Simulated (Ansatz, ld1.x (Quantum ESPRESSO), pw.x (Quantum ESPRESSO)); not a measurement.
**Ti: one change to the TM potential, in the atom and in the fcc crystal**

```json
{
 "Element": "Ti (Z = 22)",
 "Generator": "ld1.x (Quantum ESPRESSO) 7.5",
 "Type": "norm-conserving Troullier–Martins (Kleinman–Bylander form)",
 "Functional": "PBE",
 "Relativity": "scalar-relativistic",
 "Frozen core": "[Ar]",
 "Valence charge": "4",
 "Reference configuration": "3d2 4s0.5 4p0 (charge +1.5)",
 "Partial waves": "4s (bound): rc 2.05 bohr; 3d (bound): rc 1.45 bohr; 4p (bound, empty): rc 2.35 bohr",
 "Local potential": "the p channel",
 "Core correction": "a·sin(br)/r model core, default radius (core density twice the valence density)"
}
```

Change: wave 4s (bound): rc 2.05 bohr becomes 4s (bound): rc 1.70 bohr.

Cutoffs, loose and tight: the cutoffs (Ry, on a coarse ladder) from which the occupation-weighted sum of valence levels, in a spherical-Bessel basis at the reference potential, stays within 10 and 1 mRy of its value at 400 Ry. They do not see the model core or the augmentation charge, which bear on the density cutoff. Test errors are all-electron minus pseudo excitation energies from the reference, over the configurations 3d2 4s2 4p0; 3d2 4s1 4p0; 3d2 4s0 4p0; 3d2 4s1 4p1; 3d2.5 4s1.5 4p0; 3d1 4s2 4p0; 3d2 4s1.5 4p0; variants that change the core or the reference have their own tests.

Crystal test: fcc Ti in pw.x 7.5, no spin, 14³ k-points, Fermi–Dirac smearing 0.01 Ry, cutoffs set for each file from its atomic test. The reference is all-electron LAPW (Ansatz 0.2.0) with the same functional, mesh and smearing; V0 and B0 come from Birch–Murnaghan fits to the pressures at five volumes. Errors are pseudo minus all-electron; Δ is the rms difference of the E(V) curves that follow from these fits, minima aligned, over ±6 % about the mean V0. Mesh and smearing are coarse, so the numbers serve the comparison and aren't converged zero-temperature values; the lattice is a test structure that the element need not adopt.

All-electron: a0 = 4.119 Å (V0 = 17.47 Å³/atom), B0 = 106.1 GPa.

Q: Does the change bring the crystal closer to the all-electron result?

A: The mean pressure error goes from +11.75 to +57.61 GPa, so the change moves the solid further from the all-electron pressures. Neither pressure curve crosses zero within the volumes sampled, so no fits are given.

```json
{"quantity": "outcome (atom)", "base": "generated", "changed": "generated"}
{"quantity": "cutoff, loose (atom)", "base": "80 Ry", "changed": "90 Ry"}
{"quantity": "cutoff, tight (atom)", "base": "100 Ry", "changed": "100 Ry"}
{"quantity": "bound ghosts (atom)", "base": "none", "changed": "s"}
{"quantity": "largest test error (meV) (atom)", "base": "-334", "changed": "-79"}
{"quantity": "cutoffs in pw.x (Ry)", "base": "120/480", "changed": "120/480"}
{"quantity": "mean pressure error (GPa)", "base": "+11.75", "changed": "+57.61"}
```

Base: This is a poor potential for the solid. The logarithmic derivative shows an extra or strongly shifted pseudo pole above the reference energy (p near 1.12 Ry). Changed file: This is a poor potential for the solid. Note: ghost state, extra bound levels that the all-electron valence spectrum of the same l lacks: s at -122.4 eV. A true bound ghost makes a file unfit for plane-wave use. The logarithmic derivative shows an extra or strongly shifted pseudo pole above the reference energy (p near 1.12 Ry). The atomic cutoffs weigh occupied waves only.
